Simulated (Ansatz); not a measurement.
Crystal: Cu.

```
Cu
1.0
     0.00000    1.80750    1.80750
     1.80750    0.00000    1.80750
     1.80750    1.80750    0.00000
Cu
1
Direct
  0.00000 0.00000 0.00000
```

| Item | Value |
| --- | --- |
| Program | Ansatz 0.2.0 |
| Task | relaxation of cell and atoms |
| Functional | PBE |
| Dispersion | D4 |
| Potentials or basis | all-electron LAPW, point nuclei |
| Cutoff | 320 eV |
| Density cutoff | 1280 eV |
| Basis error allowed | 0.001 eV/atom |
| k mesh | 10 × 10 × 10 |
| Occupations | gaussian, width 0.15 eV |
| Spin | spin-orbit coupling, no magnetisation |

At the start: volume 11.81 Å³/atom.

Question: How do energy, volume and symmetry change on relaxing?

Answer: Over 5 steps the energy falls by 6.8 meV/atom and the volume is 11.40 Å³/atom (-3.4 %); space group Fm-3m (No. 225, to 0.05 Å).

The path:
| step | energy change (eV) | largest force (eV/Å) | volume (Å³) |
| --- | --- | --- | --- |
| 1 | 0.0000 | 0.0000 | 11.81 |
| 2 | -0.0052 | 0.0000 | 11.60 |
| 3 | -0.0069 | 0.0000 | 11.39 |
| 4 | -0.0069 | 0.0000 | 11.40 |
| 5 | -0.0068 | 0.0000 | 11.40 |

Final structure:
```
CELL_PARAMETERS angstrom
0.00000 1.78650 1.78650
1.78650 0.00000 1.78650
1.78650 1.78650 0.00000
ATOMIC_POSITIONS crystal
Cu 0.00000 0.00000 0.00000
```
